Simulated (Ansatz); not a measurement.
**ZrS: a line through a two-coordinate scan**

One table from this session's results is given with a row withheld; the runs are named, their logs left out.

The COD entry's cell or inner coordinates are ideal or old and differ from later refinements, so a difference from it is no clean test against experiment.

Computed with Ansatz 0.2.0 (DFT PBEsol, scalar-relativistic, plane waves, PAW, unless a step's input says otherwise).

## The system as given

The structure is cubic, space group Fm-3m (No. 225). The conventional cell has a = 5.167 Å, b = 5.167 Å, c = 5.167 Å, α = 90.00°, β = 90.00°, γ = 90.00°. Around Zr (site symmetry m-3m) lie 6 S at 2.58 Å. S (site symmetry m-3m) has 6 Zr at 2.58 Å as nearest neighbours.

As a file:

```xyz
2
Lattice="0.0000 2.5834 2.5834 2.5834 0.0000 2.5834 2.5834 2.5834 0.0000" Properties=species:S:1:pos:R:3 pbc="T T T"
Zr    0.0000    0.0000    0.0000
S     2.5834    2.5834    2.5834
```

## The scan

The energy is mapped over two homogeneous strains (x along [1 0 0], y along [0 1 0], z along [0 0 1] of the conventional cell).

First coordinate, strain +e along x and -e along y: 7 values from −4.00 %. Second coordinate, strain +e along z and -e/2 along x and y: 7 values from −7.00 %.

Nothing else is relaxed (symmetry fixes all fractional coordinates). Energies count from the relaxed crystal. Points are written as (first, second).

Set-up of the first run:

File input.yaml:

```yaml
crystal:
  lattice:
    - [0.0, 2.7771299347, 2.4025403156]
    - [2.5704598, 0.0, 2.4025403156]
    - [2.5704598, 2.7771299347, 0.0]
  atoms:
    - { symbol: Zr, position: [0.0, 0.0, 0.0] }
    - { symbol: S, position: [0.5, 0.5, 0.5] }
basis:
  ecutwfc: 420
kpoints:
  mp_grid: { grid: [16, 16, 16] }
hamiltonian:
  xc: pbesol
  pseudopotentials: { kind: paw, azcp: { folder: soft_1 } }
scf:
  occupations: { method: gaussian, width: 0.15 }
output:
  forces: true
  stress: true
  eigenvalues: true
  write_density: true
  write_potential: true
  elf: true
  volumetric_format: npy
```

Command:

```bash
$ ansatz run input.yaml --threads 1 --pin off --max-ram 2048MiB --backend cpu --events-out ev --progress --plain --runs-dir out
```

Steps of the session up to this table: Point (−4.00 %, −7.00 %); Grid point (−4.00 %, −4.67 %); Point (−4.00 %, −2.33 %); The run at (−4.00 %, 0.00 %); Grid point (−4.00 %, 2.33 %); The run at (−4.00 %, 4.67 %); Grid point (−4.00 %, 7.00 %).

One table of the session follows, with a row left open; its other results are not shown here.

| strain +e along z and -e/2 along x and y (%) | energy (meV/atom) | slope (meV/atom per %) | pressure (GPa) |
| --- | --- | --- | --- |
| −7.00 | 176 | −44 | 7.17 |
| −4.67 | 97 | −24 | 4.18 |
| −2.33 | ? | ? | ? |
| 0.00 | 54 | 4 | 2.18 |
| 2.33 | 77 | 15 | 2.93 |
| 4.67 | 123 | 24 | 4.73 |
| 7.00 | 190 | 33 | 7.48 |

Q: Estimate the row for strain +e along z and -e/2 along x and y (%) = −2.33 from the others.

Worked estimate for «energy (meV/atom)». A straight line through the neighbours (−4.67, 97) and (0.00, 54) gives 97 + (54 − 97) × (−2.33 − −4.67) / (0.00 − −4.67) = 75; a parabola fitted to 4 rows on both sides gives 58.

**Answer.** energy (meV/atom): 58; slope (meV/atom per %): −9; pressure (GPa): 2.56. In «energy (meV/atom)» the line misses by +17 and the parabola by +0.

Energies count from the relaxed crystal. Slopes come from the forces (and the stress, where the cell changes), not from differences of energies.

Along the line the energy is lowest at 0.00 %, 54 meV/atom from the zero. A fit to energies and slopes at the lowest point and its two neighbours puts the minimum at −0.827 %, with a curvature of about 5.6 meV/atom per %². Divided by the reference volume, that is a stiffness of about 520 GPa for this pattern of strain. The highest point computed, at 7.00 %, lies 136 meV/atom above the lowest. This is one cut through a surface in two coordinates; the map's lowest point lies off it.

Limits of these values: Warnings in the runs' records: pseudo functional mismatch.
